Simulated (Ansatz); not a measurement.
The system is HfB2.

```
CELL_PARAMETERS angstrom
3.14000 0.00000 0.00000
-1.57000 2.71932 0.00000
0.00000 0.00000 3.48000
ATOMIC_POSITIONS crystal
Hf 0.00000 0.00000 0.00000
B 0.66667 0.33333 0.50000
B 0.33333 0.66667 0.50000
```

Base run:

* Program: Ansatz 0.2.0
* Functional: revPBE
* Potentials or basis: Ansatz PAW
* Cutoff: 420 eV (not typed: the program's choice for these potentials)
* k mesh: 10 × 10 × 8
* Occupations: fermi-dirac, width 0.05 eV
* Spin: no spin polarisation

Its results: band gap on the k mesh none (metal or under the smearing width); pressure 4.6 GPa.

Problem. After a change of settings the same cell gave: band gap on the k mesh none (metal or under the smearing width); pressure 5.6 GPa. Which change was it?
A. functional from revPBE to RPBE
B. functional from revPBE to r2SCAN; cutoff from 420 eV (not typed: the program's choice for these potentials) to 500 eV (not typed: the program's choice for these potentials)
C. functional from revPBE to BLYP

Solution. A.

Caveats: spin-orbit coupling is left out, which moves the levels of the heavy elements; the PAW data sets come from PBE, with cores solved anew for the run's functional, which leaves a small shift of forces and pressure.

Runs at the PBE level aren't shown here.
